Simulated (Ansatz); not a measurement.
Lu under changes of volume

One of the cells (29.847 Å³/atom); the others are scaled copies at fixed shape and fractional positions:

```xyz
1
Lattice="-1.9541 1.9541 1.9541 1.9541 -1.9541 1.9541 1.9541 1.9541 -1.9541" Properties=species:S:1:pos:R:3 pbc="T T T"
Lu    0.0000    0.0000    0.0000
```

This isn't the form of Lu at room conditions, which is hcp.

- Program: Ansatz 0.2.0
- Functional: Slater exchange only
- Potentials or basis: all-electron LAPW, inner shells corrected to Dirac's equation
- Cutoff: 194 eV (chosen from the basis error)
- Basis error allowed: 0.0005 eV/atom
- k mesh: 10 × 10 × 10
- Occupations: gaussian, width 0.025 eV
- Spin: no spin polarisation

```tsv
volume (Å³/atom)	energy over the lowest point (meV/atom)	pressure (GPa)
28.056	3.20	1.4
28.653	0.00	0.4
29.250	?	?
29.847	4.42	-1.4
30.444	11.26	-2.2
31.041	20.75	-2.8
31.638	32.04	-3.3
```

Problem. What does the run at 29.250 Å³/atom give?

Solution. Energy over the lowest point 0.54 meV/atom; pressure -0.6 GPa.

Worked out: A Birch-Murnaghan fit of order 3 (a polynomial in V^(-2/3)) to the other rows has its minimum at 28.85 Å³/atom with B0 = V·E''(V) = 48 GPa and B' = 6.1. It gives 0.53 meV/atom at 29.250 Å³/atom, against the run's 0.54, and -dE/dV = -0.6 GPa, against -0.6.

Energies are extrapolated to zero smearing.
